## Sizes to remember

A change of structure type can move a cubic lattice constant $a$ by tens of percent. Swapping an sp metal for a late 4d or 5d metal in the same fcc lattice can move it by only a few percent, and swapping a 4d metal for the 5d metal below it by less than one percent. The PBE constants in this set exceed the measured ones by 0.53 % on average, while lattice vibrations, which the measurement contains and the calculation does not, are worth a few tenths of a percent. One percent in $a$ is three percent in volume or density.

## The problem

Six crystals are listed by letter. Which row is which candidate, and how sure is each assignment? The last column is the error: computed $a$ over measured $a$, less one, in percent.

JDFTx 1.7.0 (patched build), Kohn-Sham DFT with PBE for cubic crystals, without spin-orbit coupling; Fermi-Dirac smearing of 0.05 eV, collinear spin for Ni and Si2Ni only. The computed lattice constant is the edge of the conventional cubic cell at the minimum of a Birch-Murnaghan fit to energies at seven volumes. Candidates: Al, Mo, Ir, Rh, HfN, W.

```tsv
row	computed lattice constant (Å)	computed over measured, less one (%)
A	3.867	0.78
B	4.038	-0.25
C	3.185	0.78
D	3.162	0.46
E	4.544	0.31
F	3.832	0.75
```

## Step 1: count the atoms in the cube

Two more facts on each run are needed here, its space group and the volume of its starting cell; they are not in the short table above and are quoted as they are used. Rows C and D have the space group Im-3m, which among these candidates belongs to the body-centred cubic (bcc) metals, so C and D are Mo and W in some order. The other four rows share Fm-3m, which covers both the face-centred cubic (fcc) metals and rock salt. These are told apart by the number of atoms in the cubic cell, $n \approx a^3/V$, with $V$ the volume per atom of the given cell.

For row E, $4.544^3/11.48 = 8.17$, whereas A, B and F come out close to 4. Eight atoms mean two interpenetrating fcc lattices, so E is rock-salt HfN, with small nitrogen atoms in the octahedral holes of the hafnium lattice. This explains why E has the largest $a$ and yet the smallest volume per atom of the six. The counts are not exact integers because $a$ comes from the minimum of the energy-volume curve, while $V$ belongs to the starting cell.

The assignment of E is sure. Counting alone cuts the 720 possible labelings to 12.

## Step 2: the fcc metal without d bonding

Among A, B and F, row B stands apart: it is 4.4 % larger than A, and 1.8 % larger than Pt, which was computed in the same way. Band theory gives the reason. In Rh and Ir a partly filled d band has more bonding than antibonding states occupied and pulls the atoms together against the pressure of the sp electrons. Aluminium has only three nearly free electrons per atom and lacks this pull, which fits a larger and much softer metal, though the size of an sp metal also depends on its ion core and electron count.

The bulk modulus $B$, the pressure per relative compression, confirms the softness: the same runs give 80 GPa for row B against 257 GPa for F. The wave cutoff of B is also only 0.59 of the next lowest, as fits a potential without compact d or semicore shells, though a cutoff describes the potential and not the crystal. Row B is Al, surely, and 4 labelings remain.

## A check on B: why its error is negative

B has the only negative error of the six, −0.25 %. The calculation holds the nuclei still, while the measured crystal is expanded by thermal and zero-point motion. If vibrational frequencies fall with volume as $V^{-\gamma}$, a vibrational energy $E$ per atom exerts a pressure $\gamma E/V$. Near or above the Debye temperature $E \approx 3k_BT$, zero-point part included. This pressure $P$ expands the volume by the fraction $P/B$ and the edge by a third of that:

$$\frac{\Delta a}{a} \approx \frac{\gamma\,k_BT}{BV}, \qquad \gamma \approx \frac{B'-1}{2}$$

The second relation is the Dugdale-MacDonald estimate, with $B'$ the pressure derivative of $B$. No constant is adjusted: $\gamma$, $B$ and $V$ come from each row's own energy-volume curve, and room temperature is assumed. For row B:

$$\frac{\Delta a}{a} \approx \frac{1.7 \times 4.1\times10^{-21}\,\mathrm{J}}{80\times10^{9}\,\mathrm{Pa}\times 16.46\times10^{-30}\,\mathrm{m^3}} \approx 0.5\,\%$$

This is the largest value in the set, against 0.1 to 0.2 % for the other five lettered rows. It is good to tenths of a percent at best, and probably low for Al, where a rough recalled size is 0.7 %. It is crudest for HfN, whose stiff nitrogen modes carry more than $k_BT$ each at room temperature. For Al the estimate still exceeds the size of the negative error, so the sign does not show that PBE binds too tightly.

## Step 3: the two close pairs

C exceeds D by 0.023 Å (0.73 %), and A exceeds F by 0.035 Å (0.91 %). Such near equality is the lanthanide contraction at work. Between a 4d metal and its 5d partner the 4f shell fills and screens the added nuclear charge poorly, and relativity contracts the 6s orbital further, so the extra shell adds almost no size. Both effects enter here through the scalar-relativistic potentials, and their shares are not separated by these runs.

The cancellation is too close for this argument to fix the sign of the remainder. That the 5d metal ends up slightly larger in these two groups is a known fact rather than a derivation, and it suggests C = W and A = Ir. The starting volume is a trap: it puts D (15.89 Å³/atom) above C (15.85 Å³/atom), opposite to both the computed and the measured $a$. It is an input, and the fitted volume of C is larger by 0.35 Å³/atom.

Stiffness is the better clue. The 5d orbitals reach further than 4d orbitals at nearly the same bond length, so they overlap more, the d band is wider and the crystal resists compression more strongly. The modulus of A is 1.36 times that of F, and that of C is 1.15 times that of D. In both pairs the larger crystal is also the stiffer one, which fits the 5d partner.

The sizes of the errors do not help. A and F differ by 0.03 points, while rounding $a$ alone moves an error by up to 0.016 points, and the 0.32 points between C and D come with no firm rule to read them by. Computed $a$ and error together do return the measured constant, which could be looked up; that route is left aside here, since it replaces the reasoning by recall. From the computed lattice constants alone both pairs remain ambiguous. With the moduli, A = Ir and F = Rh are very likely, and C = W and D = Mo likely, with the thinner margin.

## The labels

The rows with their labels:

```tsv
formula	space group	volume of the given cell (Å³/atom)	potentials or basis	wave cutoff (eV)	k-mesh	computed lattice constant (Å)	measured lattice constant (Å)	range of the values found (Å)	source	computed over measured, less one (%)
Mo	Im-3m	15.89	PseudoDojo SR PBE 0.5 standard	1088	12x12x12	3.162	3.147	one value	pmc:10052566 (2023)	0.46
W	Im-3m	15.85	PseudoDojo SR PBE 0.5 standard	1007	12x12x12	3.185	3.16047	3.16047 to 3.16162	arXiv:2311.02034 (2023)	0.78
Ni	Fm-3m	10.49	PseudoDojo SR PBE 0.5 standard	1333	13x13x13	3.519	3.5237	3.523 to 3.53159	arXiv:1211.7126 (2012)	-0.12
Rh	Fm-3m	13.67	PseudoDojo SR PBE 0.5 standard	1197	12x12x12	3.832	3.803	one value	arXiv:2108.03692 (2021)	0.75
Ir	Fm-3m	14.06	PseudoDojo SR PBE 0.5 standard	925	12x12x12	3.867	3.837	3.837 to 3.838	pmc:6586894 (2019)	0.78
Pt	Fm-3m	15.08	PseudoDojo SR PBE 0.5 standard	1143	12x12x12	3.968	3.9227	3.9227 to 3.9237	arXiv:2412.16732 (2024)	1.17
Al	Fm-3m	16.60	PseudoDojo SR PBE 0.5 standard	544	11x11x11	4.038	4.0485	4.047 to 4.04958	pmc:10674580 (2023)	-0.25
HfN	Fm-3m	11.48	PseudoDojo SR PBE 0.5 standard	1143	10x10x10	4.544	4.53	4.53 to 4.542	arXiv:2404.05398 (2024)	0.31
Si2Ni	Fm-3m	13.17	PseudoDojo SR PBE 0.5 standard	1333	9x9x9	5.452	5.406	one value	arXiv:1602.05840 (2016)	0.86
```

A is Ir, B is Al, C is W, D is Mo, E is HfN and F is Rh. All differences and ratios used above stand in the output after the text.

## What the errors are worth

The five 4d and 5d metals are all computed too long, by 0.79 % on average and by 1.17 % for Pt. This matches a known tendency of PBE, which the table displays but does not trace to a cause. Removing vibrations would raise every error, and by the estimate Ni (−0.12 %) turns positive as Al does. Spin-orbit coupling is off in every row, W, Ir and HfN as well as Pt, and neither its effect nor convergence in the k-mesh was tested; for Pt the former is known to be small beside the error.

The references limit any ranking. HfN and Al were measured as films, where strain is possible, and across the range of values found the HfN error runs from 0.31 % down to 0.04 %. The W value lies roughly 0.1 to 0.2 % (a recalled size) below the usual room-temperature constant, which accounts for part of the 0.32 points between W and Mo. For a film-substrate mismatch, errors that spread from −0.25 to 1.17 % mean that a mismatch of a percent between unlike materials needs measured constants.

## The neighbouring shell

A 3d metal set against its 4d or 5d partner would be no puzzle. No f shell fills between 3d and 4d, so the growth from the added shell is not nearly cancelled, and size alone should sort the rows. The table holds one such case within a group: Pt over Ni is $3.968/3.519 = 1.13$, a gap more than ten times that of either close pair.

Numerical output:

```
crystal: a^3/given volume, atoms per cube, a^3/atoms (A^3), vs given volume (%), shortest bond (A)
Mo      1.99   2  15.81  -0.5  2.738
W       2.04   2  16.15  +1.9  2.758
Ni      4.15   4  10.89  +3.9  2.488
Rh      4.12   4  14.07  +2.9  2.710
Ir      4.11   4  14.46  +2.8  2.734
Pt      4.14   4  15.62  +3.6  2.806
Al      3.97   4  16.46  -0.8  2.855
HfN     8.17   8  11.73  +2.2  2.272
Si2Ni  12.31  12  13.50  +2.5  2.361
labelings: 720 at start, 12 after cell count, 4 after Al
Al larger than Ir by 4.4 %, than Pt by 1.8 %; Pt larger than Ir by 2.6 %
Al cutoff / lowest other cutoff: 0.59
W minus Mo: computed a +0.023 A (+0.73 %), measured +0.013 A (+0.43 %)
  given volume -0.04, fitted volume +0.35 A^3/atom; error +0.32 points; modulus ratio 1.15
Ir minus Rh: computed a +0.035 A (+0.91 %), measured +0.034 A (+0.89 %)
  given volume +0.39, fitted volume +0.39 A^3/atom; error +0.03 points; modulus ratio 1.36
rounding of a (0.0005 A) moves an error by up to 0.016 points
error (%) across the range of measured values found:
  W     +0.74 to +0.78
  Ni    -0.34 to -0.10
  Ir    +0.75 to +0.78
  Pt    +1.14 to +1.17
  Al    -0.28 to -0.21
  HfN   +0.04 to +0.31
order of error (%): Al -0.25, Ni -0.12, HfN +0.31, Mo +0.46, Rh +0.75, W +0.78, Ir +0.78, Si2Ni +0.86, Pt +1.17
mean error: all +0.53 %, 4d and 5d metals +0.79 %
similar modulus (GPa), unlike error (%): Rh 257 +0.75, Mo 261 +0.46, HfN 266 +0.31
rough expansion gamma*kT/(B*V), 300 K assumed: gamma, B (GPa), expansion (%), error plus it (%)
  Mo     1.7  261  0.2  +0.6
  W      1.4  301  0.1  +0.9
  Ni     1.9  199  0.4  +0.3
  Rh     2.1  257  0.2  +1.0
  Ir     2.0  350  0.2  +0.9
  Pt     2.2  249  0.2  +1.4
  Al     1.7   80  0.5  +0.3
  HfN    1.6  266  0.2  +0.5
  Si2Ni  1.4  145  0.3  +1.2
```
